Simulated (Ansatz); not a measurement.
TiC:

```
Ti C
1.0
     0.00000    2.16572    2.16572
     2.16572    0.00000    2.16572
     2.16572    2.16572    0.00000
Ti C
1 1
Cartesian
  0.0000 0.0000 0.0000
  2.1657 2.1657 2.1657
```

The cell is a database's computed one.

```yaml
Program: Ansatz 0.2.0
Task: relaxation of cell and atoms
Functional: RPBE
Dispersion: D3(BJ)
Potentials_or_basis: all-electron LAPW, scalar-relativistic
Basis_error_allowed: 0.001 eV/atom
k_mesh: 11 × 11 × 11
Occupations: fermi-dirac, width 0.05 eV
Spin: no spin polarisation
```

At the start: volume 10.16 Å³/atom.

**Question.** How do energy, volume and symmetry change on relaxing?

**Answer.** Over 5 steps the energy falls by 159.0 meV/atom and the volume is 8.88 Å³/atom (-12.6 %); space group Fm-3m (No. 225, to 0.05 Å).

The path:
```tsv
step	energy change (eV)	largest force (eV/Å)	volume (Å³)
1	0.0000	0.0000	20.32
2	-0.3170	0.0000	17.89
3	-0.3180	0.0000	17.72
4	-0.3181	0.0000	17.75
5	-0.3181	0.0000	17.75
```

Final structure:
```
Ti C
1.0
     0.00000    2.07052    2.07052
     2.07052    0.00000    2.07052
     2.07052    2.07052    0.00000
Ti C
1 1
Direct
  0.00000 0.00000 0.00000
  0.50000 0.50000 0.50000
```
